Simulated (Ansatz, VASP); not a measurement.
## One calculation of Ru, two programs

File INCAR:

```
  ALGO = Fast
  EDIFF = 1E-6
  ENCUT = 520
  GGA = PE
  ISIF = 2
  ISMEAR = 0
  LASPH = T
  LCHARG = F
  LREAL = F
  LWAVE = F
  NBANDS = 13
  NELM = 60
  PREC = Accurate
  SIGMA = 0.15
```

The input KPOINTS:

```
k-points
0
Gamma
  20 20 20
```

Contents of POSCAR:

```
Ru
1.0
    0.0000000000      1.8574569383      1.8574569383
    1.8574569383      0.0000000000      1.8574569383
    1.8574569383      1.8574569383      0.0000000000
Ru
1
Direct
    0.0000000000      0.0000000000      0.0000000000
```

Input for Ansatz:

```yaml
crystal:
  lattice:
    - [0.0, 1.8574569383, 1.8574569383]
    - [1.8574569383, 0.0, 1.8574569383]
    - [1.8574569383, 1.8574569383, 0.0]
  atoms:
    - { symbol: Ru, position: [0.0, 0.0, 0.0] }
basis:
  ecutwfc: 420
kpoints:
  mp_grid: { grid: [20, 20, 20] }
hamiltonian:
  xc: pbe
scf:
  occupations: { method: gaussian, width: 0.15 }
output:
  forces: true
  stress: true
  eigenvalues: true
```

Change from the starting cell: equal engineering shear yz, xz and xy +0.0000, equal normal strain along x, y and z -0.0250.

Alike in both runs: task single point; functional PBE; k mesh 20 × 20 × 20; occupations gaussian, width 0.15 eV; no spin polarisation.

|  | VASP | Ansatz |
| --- | --- | --- |
| version | VASP 6.6.1 | Ansatz 0.2.0 |
| potentials or method | VASP PAW PBE potentials, release 64 (Ru_pv) | scalar-relativistic, plane waves, PAW |
| plane-wave cutoff (eV) | 520 | 420 |
| valence electrons in the cell | 14 | 16 |

|  | VASP | Ansatz | Ansatz less VASP |
| --- | --- | --- | --- |
| gap on the k mesh at the Fermi level (eV) | none | none | - |
| pressure (GPa) | 28.3 | 28.2 | -0.05 |

A gap of «none» marks a metal or a gap that the smearing closes. With one functional, cell and mesh, what is left measures potentials, basis and numerics. The two sets of potentials don't hold the same shells in valence.

Caveats: so large a pressure means that the cell lies far from this level's equilibrium, or that cutoff or potentials fall short (VASP).
